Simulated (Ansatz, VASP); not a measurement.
Mn in VASP and in Ansatz

```
Mn
1.0
     3.43583    0.00000    0.00000
    -1.71792    2.97552    0.00000
     0.00000    0.00000    3.89807
Mn
3
Cartesian
  0.7744 0.0000 1.2994
  -0.3872 0.6707 2.5987
  1.3307 2.3048 0.0000
```

Alike in both runs: task single point; functional PBEsol; k mesh 6 × 6 × 6; occupations gaussian, width 0.1 eV; collinear spin.

|  | VASP | Ansatz |
| --- | --- | --- |
| version | VASP 6.6.1 | Ansatz 0.2.0 |
| potentials or method | VASP PAW PBE potentials, release 64 (Mn_pv) | scalar-relativistic, plane waves, PAW |
| plane-wave cutoff (eV) | 520 | 420 |
| valence electrons in the cell | 39 | 45 |

VASP gave:

* gap on the k mesh at the Fermi level (eV): none
* pressure (GPa): 16.1
* largest component of the traceless stress (GPa): 9.69
* rms of the force components (eV/Å): 3.561
* net moment per atom (μB): 0.44
* size of the moment on the site where the two differ most (μB): 0.42

Task: Which values does Ansatz return?

Result: gap on the k mesh at the Fermi level (eV): none; pressure (GPa): 8.2; largest component of the traceless stress (GPa): 5.65; rms of the force components (eV/Å): 2.788; net moment per atom (μB): 0.44; size of the moment on the site where the two differ most (μB): 0.35.

Site moments also hang on the region over which each program counts them. Atom by atom the forces differ by 0.773 eV/Å (rms over components). A gap of «none» marks a metal or a gap that the smearing closes. One of these differences is far larger than is usual between the two programs; its cause wasn't traced. With one functional, cell and mesh, what is left measures potentials, basis and numerics. The two sets of potentials don't hold the same shells in valence.

Caveats: so large a pressure means that the cell lies far from this level's equilibrium, or that cutoff or potentials fall short (VASP); the potentials were made for another functional, which shifts forces and pressure (VASP); the moment fell far below its start of 4 μB, so a state of higher moment may lie lower in energy (VASP).
